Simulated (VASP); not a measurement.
The system is NiO.

```
CELL_PARAMETERS angstrom
0.00000 2.09131 2.09131
2.09131 0.00000 2.09131
2.09131 2.09131 0.00000
ATOMIC_POSITIONS crystal
Ni 0.00000 0.00000 0.00000
O 0.50000 0.50000 0.50000
```

```yaml
Program: VASP 6.6.1
Task: relaxation of cell and atoms
Functional: PBE
Potentials_or_basis: VASP PAW PBE potentials, release 64 (Ni_sv_GW, O_GW)
Cutoff: 900 eV
k_mesh: 8 × 8 × 8
Occupations: fermi-dirac, width 0.05 eV
Spin: collinear spin, ferromagnetic start
Starting_moments: "[1.0, 0.0] μB"
```

At the start: pressure 5.2 GPa; volume 9.15 Å³/atom.

Task: How do energy, volume and symmetry change on relaxing?

Result: Over 3 steps the energy falls by 4.0 meV/atom and the volume is 9.40 Å³/atom (+2.7 %); space group Fm-3m (No. 225, to 0.05 Å); moment 1.85 μB per cell.

The path:
| step | energy change (eV) | largest force (eV/Å) | pressure (GPa) | volume (Å³) |
| --- | --- | --- | --- | --- |
| 1 | 0.0000 | 0.0000 | 5.22 | 18.29 |
| 2 | -0.0053 | 0.0000 | -2.73 | 19.09 |
| 3 | -0.0079 | 0.0000 | 0.02 | 18.79 |

Final structure:
```xyz
2
Lattice="0.0000 2.1102 2.1102 2.1102 0.0000 2.1102 2.1102 2.1102 0.0000" Properties=species:S:1:pos:R:3 pbc="T T T"
Ni    0.0000    0.0000    0.0000
O     2.1102    2.1102    2.1102
```

Caveat: a cell with one magnetic atom can't hold antiferromagnetic order, which such compounds often take.
